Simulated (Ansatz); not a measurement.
Si2Ni: equation of state with PBEsol

The system is Si2Ni.

```
CELL_PARAMETERS angstrom
0.00000 2.70300 2.70300
2.70300 0.00000 2.70300
2.70300 2.70300 0.00000
ATOMIC_POSITIONS crystal
Ni 0.00000 0.00000 0.00000
Si 0.75000 0.75000 0.75000
Si 0.25000 0.25000 0.25000
```

| Property | Result |
| --- | --- |
| Program | Ansatz 0.2.0 |
| Task | equation of state |
| Functional | PBEsol |
| Potentials or basis | all-electron LAPW, scalar-relativistic |
| Basis error allowed | 0.001 eV/atom |
| k mesh | 9 × 9 × 9 |
| Occupations | fermi-dirac, width 0.05 eV |
| Spin | collinear spin, ferromagnetic start |
| Starting moments | [1.0, 0.0, 0.0] μB |

```yaml
Equilibrium_volume: 13.09 Å³/atom
Bulk_modulus: 155 GPa
Pressure_derivative_of_the_bulk_modulus: 3.8
```

Energy against volume, from the lowest point:
| volume (Å³/atom) | energy (meV/atom) |
| --- | --- |
| 12.376 | 20.16 |
| 12.639 | 7.58 |
| 12.902 | 1.05 |
| 13.166 | 0.00 |
| 13.429 | 3.93 |
| 13.692 | 12.40 |
| 13.956 | 24.97 |

All runs of the series together: 66 s on 4 threads of Arm Neoverse V1, with other jobs on the host.

Caveat: the starting moments weren't kept.
